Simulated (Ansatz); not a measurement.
Crystal: PbSe (Clausthalite).

```
CELL_PARAMETERS angstrom
0.00000 3.06065 3.06065
3.06065 0.00000 3.06065
3.06065 3.06065 0.00000
ATOMIC_POSITIONS crystal
Pb 0.00000 0.00000 0.00000
Se 0.50000 0.50000 0.50000
```

Base run:

* Program: Ansatz 0.2.0
* Functional: PBE
* Potentials or basis: all-electron LAPW, scalar-relativistic
* Cutoff: 172 eV
* Density cutoff: 687 eV
* Basis error allowed: 0.002 eV/atom
* k mesh: 5 × 5 × 5
* Occupations: fermi-dirac, width 0.02 eV
* Spin: no spin polarisation

Its results: pressure 2.3 GPa.

Q: The run is repeated on the same cell with these changes: k mesh from 5 × 5 × 5 to 3 × 3 × 3. What comes out?

A: Pressure 1.5 GPa.

Caveats: some runs use coarse meshes.

Not every run made on this cell is shown here.
